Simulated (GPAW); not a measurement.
# Te (P3_121) in GPAW: a series of runs

The runs below take Te through hybrid scf, G0W0 quasiparticle levels, optical spectrum by the Bethe-Salpeter equation, with r2SCAN-X, PBE.

All numbers are computed with GPAW 26.7.0; they aren't measurements. Logs are shortened: lines on timing, memory, paths and dates and some standing lists are left out, and cuts for length are marked. The log counts tension as positive stress, the text compression.

### 1 The crystal as given

Symmetry: P3_121, No. 152, trigonal system. The conventional cell has a = 4.454 Å, b = 4.454 Å, c = 5.924 Å, α = 90.00°, β = 90.00°, γ = 120.00°. Te (site symmetry 2) is surrounded by 2 Te at 2.86 Å.

### 2 Hybrid scf, r2SCAN-X

run.py reads:

```python
import numpy as np
from ase import Atoms
from ase.dft.bandgap import bandgap
from ase.io import write
from gpaw import GPAW, PW
from gpaw.xc import parametrizedxc

class ScaledMGGA(parametrizedxc.ParametrizedKernel):
    """Weighted sum of Libxc meta-GGA parts, named like '0.75_MGGA_X_..+1.0_MGGA_C_..'."""
    def __init__(self, name):
        super().__init__(name)
        self.type = 'MGGA'

    def calculate(self, e_g, n_sg, dedn_sg, sigma_xg, dedsigma_xg, tau_sg, dedtau_sg):
        e_g[:] = dedsigma_xg[:] = dedtau_sg[:] = 0.0
        for kernel, c in zip(self.kernels, self.coefs):
            e, v, s, t = [np.zeros_like(x) for x in [e_g, dedn_sg, dedsigma_xg, dedtau_sg]]
            kernel.calculate(e, n_sg, v, sigma_xg, s, tau_sg, t)
            e_g += c * e
            dedn_sg += c * v
            dedsigma_xg += c * s
            dedtau_sg += c * t

parametrizedxc.ParametrizedKernel = ScaledMGGA

atoms = Atoms(['Te', 'Te', 'Te'],
              cell=[[4.454, 0.0, 0.0],
                    [-2.227, 3.8572771485, 0.0],
                    [0.0, 0.0, 5.924]],
              scaled_positions=[[0.731, 0.731, 0.0],
                                [0.0, 0.269, 0.6666666667],
                                [0.269, 0.0, 0.3333333333]],
              pbc=True)

calc = GPAW(mode=PW(450),
            xc={'name': '0.500_MGGA_X_R2SCAN+1.0_MGGA_C_R2SCAN', 'fraction': 0.5, 'omega': 0.0, 'backend': 'pw'},
            kpts={'size': (2, 2, 2), 'gamma': True},
            occupations={'name': 'fermi-dirac', 'width': 0.001},
            nbands=19,
            convergence={'density': 0.0001},
            maxiter=40,
            txt='gpaw.txt')
atoms.calc = calc
energy = atoms.get_potential_energy()
calc.write('gs.gpw')
write('result.traj', atoms)
print(f'Energy: {energy:.6f} eV')
print('Fermi level:', round(calc.get_fermi_level(), 4), 'eV')
print(f'Gap: {bandgap(calc)[0]:.4f} eV, direct: {bandgap(calc, direct=True)[0]:.4f} eV')
```

Potentials or basis: GPAW PAW data sets (gpaw-data 1.2.1), pw.

Run with:

```sh
$ OMP_NUM_THREADS=1 python run.py
```

gpaw.txt:

```text
__  _  _
 | _ |_)|_||  |
 |__||  | ||/\| - 26.7.0

Input parameters:
  mode=PW(ecut=450.00000000000006),
  convergence={'density': 0.0001},
  kpts=MonkhorstPack(size=(2, 2, 2), gamma=True),
  maxiter=40,
  nbands=19,
  occupations=Occupations(name='fermi-dirac', width=0.001),
  xc=XC(name='0.500_MGGA_X_R2SCAN+1.0_MGGA_C_R2SCAN', fraction=0.5, omega=0.0, backend='pw')

Diagonalizing LCAO Hamiltonian
Converting LCAO to pw mode

        Te

           Te
              Te

Atoms  # Å, Bohr magnetons
|   | symbol |         x |        y |        z |    initial magnetic moments |
|---|--------|-----------|----------|----------|-----------------------------|
| 0 |     Te |  1.627937 | 2.819670 | 0.000000 | ( 0.0000,  0.0000,  0.0000) |
| 1 |     Te | -0.599063 | 1.037608 | 3.949333 | ( 0.0000,  0.0000,  0.0000) |
| 2 |     Te |  1.198126 | 0.000000 | 1.974667 | ( 0.0000,  0.0000,  0.0000) |

Unit cell  # Å
| periodic |         x |        y |        z |  lengths |     angles |
|----------|-----------|----------|----------|----------|------------|
|      yes |  4.454000 | 0.000000 | 0.000000 | 4.454000 |  90.000000 |
|      yes | -2.227000 | 3.857277 | 0.000000 | 4.454000 |  90.000000 |
|      yes |  0.000000 | 0.000000 | 5.924000 | 5.924000 | 120.000000 |

Number of symmetries: 2
Symmetry operations  # r_c * U_cc + t_c -> r_c
|   | kind |            matrix            |
|---|------|------------------------------|
| 0 |  E   |  1, 0, 0,  0, 1, 0,  0, 0, 1 |
| 1 |  C2  |  0, 1, 0,  1, 0, 0,  0, 0,-1 |

BZ-sampling:
  Number of BZ points: 8
  Number of IBZ points: 6

  Monkhorst-Pack size: [2, 2, 2]
  Monkhorst-Pack shift: [0.25, 0.25, 0.25]

K-points  # in reciprocal-cell coordinates
|   |                                coordinates |     weight |
|---|--------------------------------------------|------------|
| 0 | (  0.00000000,   0.00000000,   0.00000000) | 0.12500000 |
| 1 | (  0.00000000,   0.00000000,   0.50000000) | 0.12500000 |
| 2 | (  0.50000000,   0.00000000,   0.00000000) | 0.25000000 |
| 3 | (  0.50000000,   0.00000000,   0.50000000) | 0.25000000 |
| 4 | (  0.50000000,   0.50000000,   0.00000000) | 0.12500000 |
| 5 | (  0.50000000,   0.50000000,   0.50000000) | 0.12500000 |

Plane wave coefficients: 2226
Cutoff: 450.00000000000006 eV

Spin-components: 1 (collinear spins)
Bands:           19
Projectors:      15
Spin-degeneracy: 2
Datatype:        complex128

Parallelization:
  kpt:    1
  domain: 1
  band:   1

Density:
  Valence electrons: 18.0
  Components: 1
  Grid points: [24 24 30]
  Charge: 0.0  # |e|

Potential:
  Grid points: [24 24 30]

species:
  Te:
    name:    Tellurium
    Z:       52.0
    valence: 6
    core:    46
    charge:  0.0  # [|e|]
    compensation charges:
      type: gauss
      rc: 0.36  # [Å]
      lmax: 2
    cutoffs:
      filter: 2.09  # [Å]
      core: 3.17  # [Å]
    projectors
    | kind |    occ | energy [eV] | rcut [Å] |
    |------|--------|-------------|----------|
    |   5s |  2.000 |     -15.089 |    1.180 |
    |   5p |  4.000 |      -5.955 |    1.196 |
    |    s |        |      12.123 |    1.180 |
    |    p |        |      21.256 |    1.196 |
    |    d |        |       0.000 |    1.238 |

    Using partial waves for Te as LCAO basis

Reference energy: -554372.050302  # eV

eigensolver:
  PPCG
  Converge bands: occupied
  niter=2

density mixing:
  MSR1-Mixer
  Pratt-step length: 0.05
  Maximum mixing coefficient: 0.75
  Old densities: 10
  SVD Regularization: 0.005
  Good broyden scale: 1.0
  Trust region scale: 1.0
  Backstep threshold: 4.0
  History deletion threshold: 6.0
  Fourier metric: weight=20.0, sigma=0.015

occupation numbers:
  Fermi-Dirac:
    width: 0.0010  # eV

poisson solver:
  ecut: 3600.0000000000005  # eV

xc functional:
  name: 0.500_MGGA_X_R2SCAN+1.0_MGGA_C_R2SCAN with 2 nearest neighbor stencil

convergence criteria:
- Maximum integral of absolute [dens]ity change: 0.0001 electrons / valence electron
- Maximum [total energy] change in last 3 cyles: 0.0005 eV / valence electron
- Maximum integral of absolute [eigenst]ate change: 4e-08 eV^2 / valence electron
maximum number of iterations: 40

IBZ(<points: 6, symmetries: 2>)
Occupied bands: 9
SCF iterations
|iter     | |      energy | eigst |  dens |
|---------|-|-------------|-------|-------|
|iter:   1| |-7088.026373 | +0.26 |       |
|iter:   2| |  -53.651094 | +0.01 | -0.71 |
|iter:   3| |  -54.680982 | -1.18 | -0.97 |
|iter:   4| |  -54.600071 | -2.20 | -1.02 |
|iter:   5| |  -54.533977 | -2.51 | -1.19 |
|iter:   6| |  -54.530881 | -2.85 | -1.52 |
|iter:   7| |  -54.531399c| -3.87 | -1.88 |
|iter:   8| |  -54.530228c| -3.76 | -1.98 |
|iter:   9| |  -54.529794c| -4.93 | -2.20 |
|iter:  10| |  -54.530258c| -4.50 | -2.28 |
|iter:  11| |  -54.529412c| -5.08 | -2.27 |
|iter:  12| |  -54.529308c| -5.05 | -2.40 |
|iter:  13| |  -54.528864c| -4.89 | -2.50 |
|iter:  14| |  -54.528878c| -5.51 | -3.06 |
|iter:  15| |  -54.528885c| -6.65 | -3.60 |
|iter:  16| |  -54.528885c| -7.67c| -3.92 |
|iter:  17| |  -54.528885c| -8.49c| -4.68c|

Converged in 17 steps
Energy contributions relative to reference atoms: (reference = -554372.050302)

Energy contributions:
  Kinetic:         -44.255420
  Coulomb:          45.705722
  Zero:             -2.443737
  External:          0.000000
  Xc:             7020.080105
  Entropy:          -0.000000
  Spinorbit:         0.000000
  Hybrid_Xc_Cc:     -6979.860843
  Hybrid_Xc_Vc:       -30.362835
  Hybrid_Xc_Vv:       -63.391878
  ----------------------------
  Free energy:     -54.528885
  Extrapolated:    -54.528885

dipole moment: (-9.398071, -16.277936, -24.999634)  # |e|*Ang

Fermi level: 6.209
Eigenvalues  # (at kpt = [0.000, 0.000, 0.000])
| band index |      eig [eV] | occ [0-2] |
|------------|---------------|-----------|
|          0 |       -12.315 |     2.000 |
|          1 |        -8.171 |     2.000 |
|          2 |        -8.171 |     2.000 |
|          3 |         0.549 |     2.000 |
|          4 |         1.114 |     2.000 |
|          5 |         1.114 |     2.000 |
[... 9 lines left out ...]
|         15 |        13.757 |     0.000 |
|         16 |        13.757 |     0.000 |
|        ... |               |           |
|         18 |        14.097 |     0.000 |

Gap: 3.111 eV
Transition (v -> c):
  (s=0, k=3, n=8, [0.50, 0.00, 0.50]) -> (s=0, k=1, n=9, [0.00, 0.00, 0.50])
Direct/indirect transitions are different
Direct gap: 3.496 eV
Transition at: (s=0, k=3, n=8, [0.50, 0.00, 0.50])
# Writing to gs.gpw (mode='')
```

Wall time 11 min (1 thread of Arm Neoverse V1, shared host); peak memory 0.23 GiB.

The run converged, but some of its settings lie outside the range that counts as converged, so its numbers aren't taken as properties of the crystal.

Results:

```yaml
Free_energy: -54.5289 eV
Band_gap_on_the_k_mesh: 3.11 eV, indirect (least direct gap 3.50 eV)
```

Caveat: the k mesh is coarse (spacing up to 0.81 Å⁻¹), so the values aren't converged; the scaled meta-GGA exchange is a class typed in the script; spin-orbit coupling is left out, which moves the levels of the heavy elements.

### 3 G0W0 quasiparticle levels, PBE

run.py reads:

```python
import json
import numpy as np
from ase import Atoms
from ase.dft.bandgap import bandgap
from ase.io import write
from gpaw import GPAW, PW
from gpaw.response.g0w0 import G0W0

atoms = Atoms(['Te', 'Te', 'Te'],
              cell=[[4.454, 0.0, 0.0],
                    [-2.227, 3.8572771485, 0.0],
                    [0.0, 0.0, 5.924]],
              scaled_positions=[[0.731, 0.731, 0.0],
                                [0.0, 0.269, 0.6666666667],
                                [0.269, 0.0, 0.3333333333]],
              pbc=True)

calc = GPAW(mode=PW(450),
            xc='PBE',
            kpts={'size': (4, 4, 2), 'gamma': True},
            occupations={'name': 'fermi-dirac', 'width': 0.001},
            nbands=19,
            convergence={'density': 1e-06},
            maxiter=150,
            txt='gpaw.txt')
atoms.calc = calc
energy = atoms.get_potential_energy()
calc.write('gs.gpw')
write('result.traj', atoms)
print(f'Energy: {energy:.6f} eV')
print('Fermi level:', round(calc.get_fermi_level(), 4), 'eV')
print(f'Gap: {bandgap(calc)[0]:.4f} eV, direct: {bandgap(calc, direct=True)[0]:.4f} eV')

calc.diagonalize_full_hamiltonian(nbands=235)
calc.write('full.gpw', mode='all')

ibz = calc.get_ibz_k_points()
gap, vbm, cbm = bandgap(calc, output=None)
gap, direct, _ = bandgap(calc, direct=True, output=None)
gamma = int(np.abs(ibz).sum(1).argmin())
kpts = sorted({gamma, vbm[1], cbm[1], direct[1]})
gw = G0W0(calc='full.gpw',
          filename='gw',
          ecut=100,
          ecut_extrapolation=True,
          relbands=(-2, 2),
          kpts=kpts,
          integrate_gamma='WS',
          ppa=True)
gw.calculate()
results = {mode: {key: np.asarray(r[key]).tolist() for key in ['f', 'eps', 'vxc', 'exx', 'sigma', 'Z', 'qp', 'sigma_eskn']}
           for mode, r in gw.all_results.items()}
json.dump({'kpts': ibz[kpts].tolist(), 'results': results}, open('gw.json', 'w'))
for mode, r in results.items():
    f, qp = np.array(r['f']), np.array(r['qp'])
    print(mode, 'quasiparticle energies (eV):')
    print(qp.round(3))
    print(mode, 'gap:', round(qp[f < 0.5].min() - qp[f > 0.5].max(), 4), 'eV')
```

Potentials or basis: GPAW PAW data sets (gpaw-data 1.2.1), pw.

Run with:

```sh
$ OMP_NUM_THREADS=1 python run.py
```

gpaw.txt:

```text
__  _  _
 | _ |_)|_||  |
 |__||  | ||/\| - 26.7.0

Input parameters:
  mode=PW(ecut=450.00000000000006),
  convergence={'density': 1e-06},
  kpts=MonkhorstPack(size=(4, 4, 2), gamma=True),
  maxiter=150,
  nbands=19,
  occupations=Occupations(name='fermi-dirac', width=0.001),
  xc=XC(name='PBE')

Diagonalizing LCAO Hamiltonian
Converting LCAO to pw mode

        Te

           Te
              Te

Atoms  # Å, Bohr magnetons
|   | symbol |         x |        y |        z |    initial magnetic moments |
|---|--------|-----------|----------|----------|-----------------------------|
| 0 |     Te |  1.627937 | 2.819670 | 0.000000 | ( 0.0000,  0.0000,  0.0000) |
| 1 |     Te | -0.599063 | 1.037608 | 3.949333 | ( 0.0000,  0.0000,  0.0000) |
| 2 |     Te |  1.198126 | 0.000000 | 1.974667 | ( 0.0000,  0.0000,  0.0000) |

Unit cell  # Å
| periodic |         x |        y |        z |  lengths |     angles |
|----------|-----------|----------|----------|----------|------------|
|      yes |  4.454000 | 0.000000 | 0.000000 | 4.454000 |  90.000000 |
|      yes | -2.227000 | 3.857277 | 0.000000 | 4.454000 |  90.000000 |
|      yes |  0.000000 | 0.000000 | 5.924000 | 5.924000 | 120.000000 |

Number of symmetries: 2
Symmetry operations  # r_c * U_cc + t_c -> r_c
|   | kind |            matrix            |
|---|------|------------------------------|
| 0 |  E   |  1, 0, 0,  0, 1, 0,  0, 0, 1 |
| 1 |  C2  |  0, 1, 0,  1, 0, 0,  0, 0,-1 |

BZ-sampling:
  Number of BZ points: 32
  Number of IBZ points: 14

  Monkhorst-Pack size: [4, 4, 2]
[... 82 lines left out ...]
  History deletion threshold: 6.0
  Fourier metric: weight=20.0, sigma=0.015

occupation numbers:
  Fermi-Dirac:
    width: 0.0010  # eV

poisson solver:
  ecut: 3600.0000000000005  # eV

xc functional:
  name: PBE with 2 nearest neighbor stencil

convergence criteria:
- Maximum integral of absolute [dens]ity change: 1e-06 electrons / valence electron
- Maximum [total energy] change in last 3 cyles: 0.0005 eV / valence electron
- Maximum integral of absolute [eigenst]ate change: 4e-08 eV^2 / valence electron
maximum number of iterations: 150

SCF iterations
|iter     | |      energy | eigst |  dens |
|---------|-|-------------|-------|-------|
|iter:   1| |   -9.578327 | -0.33 |       |
|iter:   2| |   -9.587404 | -2.22 | -1.22 |
|iter:   3| |   -9.568407 | -3.05 | -1.25 |
|iter:   4| |   -9.567378 | -3.84 | -1.75 |
|iter:   5| |   -9.567599c| -5.15 | -2.48 |
|iter:   6| |   -9.567617c| -6.10 | -3.05 |
|iter:   7| |   -9.567609c| -6.67 | -3.28 |
|iter:   8| |   -9.567610c| -7.54c| -3.92 |
|iter:   9| |   -9.567610c| -8.04c| -4.77 |
|iter:  10| |   -9.567610c| -8.55c| -5.26 |
|iter:  11| |   -9.567610c| -9.36c| -6.08c|

Converged in 11 steps
Energy contributions relative to reference atoms: (reference = -554372.050302)

Energy contributions:
  Kinetic:          15.406931
  Coulomb:         -15.563093
  Zero:              0.362875
  External:          0.000000
  Xc:               -9.774323
  Entropy:          -0.000000
  Spinorbit:         0.000000
  ----------------------------
  Free energy:      -9.567610
  Extrapolated:     -9.567610

dipole moment: (-9.519856, -16.488875, -25.323586)  # |e|*Ang

Fermi level: 6.170
Eigenvalues  # (at kpt = [0.000, 0.000, 0.000])
| band index |      eig [eV] | occ [0-2] |
|------------|---------------|-----------|
|          0 |        -7.863 |     2.000 |
|          1 |        -4.566 |     2.000 |
|          2 |        -4.566 |     2.000 |
|          3 |         2.668 |     2.000 |
|          4 |         2.978 |     2.000 |
|          5 |         2.978 |     2.000 |
[... 9 lines left out ...]
|         15 |        12.089 |     0.000 |
|         16 |        12.089 |     0.000 |
|        ... |               |           |
|         18 |        12.354 |     0.000 |

Gap: 0.668 eV
Transition (v -> c):
  (s=0, k=9, n=8, [0.50, 0.00, 0.50]) -> (s=0, k=1, n=9, [0.00, 0.00, 0.50])
Direct/indirect transitions are different
Direct gap: 0.939 eV
Transition at: (s=0, k=9, n=8, [0.50, 0.00, 0.50])
# Writing to gs.gpw (mode='')

Matrix size: 2226x2226
# Writing to full.gpw (mode='all')
```

stdout:

```text
Energy: -9.567610 eV
Fermi level: 6.1698 eV
Gap: 0.6685 eV, direct: 0.9387 eV
IBZ(<points: 14, symmetries: 2>)
Occupied bands: 9
Calculating eigenvalues:
  k-points: 3
  Bands: 7-10 (inclusive)
HSE06-eigenvalue shifts:
  min: -2.109 eV
  ave: 0.862 eV
  max: 3.801 eV
GW quasiparticle energies (eV):
[[[3.574 4.407 6.646 6.646]
  [4.247 4.247 6.023 6.08 ]
  [3.113 5.137 6.331 7.593]]]
GW gap: 0.8859 eV
```

Wall time 10 min (1 thread of Arm Neoverse V2, shared host); peak memory 0.69 GiB.

What came out:

| Item | Value |
| --- | --- |
| Free energy | -9.5676 eV |
| Band gap on the k mesh, mean-field level | 0.67 eV, indirect (least direct gap 0.94 eV) |
| Quasiparticle gap | 0.89 eV |
| Least direct quasiparticle gap | 1.19 eV |

Caveat: the k mesh is coarse (spacing up to 0.53 Å⁻¹), so the values aren't converged; the quasiparticle gap is taken among the few k points that were corrected; the long-wavelength limit can be off by a per cent or two; spin-orbit coupling is left out, which moves the levels of the heavy elements.

(Part 1 of 2 ends here.)
